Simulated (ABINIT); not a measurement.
A run of ABINIT 10.8.3 (patched build) is set up as follows.

Contents of run.abi:

```
pp_dirpath "./"
pseudos "Ti.upf, Al.upf"

acell 2.9275422229 2.9275422229 9.226362 Angstrom
rprim
     1.0000000000     0.0000000000     0.0000000000
    -0.5000000000     0.8660254038     0.0000000000
     0.0000000000     0.0000000000     1.0000000000
ntypat 2
znucl 22 13
natom 4
typat 1 1 1 2
xred
     0.3522190000     0.6805740000     0.2548270000
     0.3479140000     0.6913960000     0.7463020000
     0.6520880000     0.3418930000     0.0003530000
     0.6604000000     0.3215280000     0.5011080000
chkprim 0
chksymtnons 0
tolsym 1.0e-6

ecut 42.0

kptopt 1
ngkpt 10 10 3
nshiftk 1
shiftk 0.0 0.0 0.0

ixc -116133

nband 24
occopt 3
tsmear 0.05 eV

nstep 100
tolvrs 1.0e-10

iomode 3
prtwf 0
prteig 0
prtebands 0
enunit 2
prtden 1
prtvha 1
prtvclmb 1
prtpot 1
prtelf 1
```

Potentials or basis: PseudoDojo NC SR PBEsol v0.4.1 standard.

Run with:

```console
$ abinit run.abi > log 2>&1
```

Question: Predict the band gap on the k mesh.

Answer: None (metal or under the smearing width).

Question: Predict the largest force.

Answer: 0.477 eV/Å.

Question: Predict the pressure.

Answer: -3.4 GPa.

Stress tensor (GPa, compression positive):
```
-4.38 -0.61  0.07
-0.61 -3.10 -0.13
 0.07 -0.13 -2.80
```
